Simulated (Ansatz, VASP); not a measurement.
**Ta in VASP and in Ansatz**

```
Ta
1.0
     2.84779    0.00000    0.00000
     0.00000    2.84779    0.00000
     0.00000    0.00000    2.84779
Ta
1
Direct
  0.00000 0.00000 0.00000
```

Alike in both runs: task single point; functional PBE; k mesh 13 × 13 × 13; occupations fermi-dirac, width 0.1 eV; no spin polarisation.

|  | VASP | Ansatz |
| --- | --- | --- |
| version | VASP 6.6.1 | Ansatz 0.2.0 |
| potentials or method | VASP PAW PBE potentials, release 64 (Ta_pv) | plane waves (420 eV) with PAW, scalar-relativistic |
| plane-wave cutoff (eV) | 520 | 420 |
| valence electrons in the cell | 11 | 13 |

Ansatz gave:

```
pressure (GPa) : -12.9
```

Q: What did VASP give for the same quantities?

A: Pressure (GPa): -13.0.

The two sets of potentials don't hold the same shells in valence.

Spin-orbit coupling is left out, which matters for the levels of Ta.
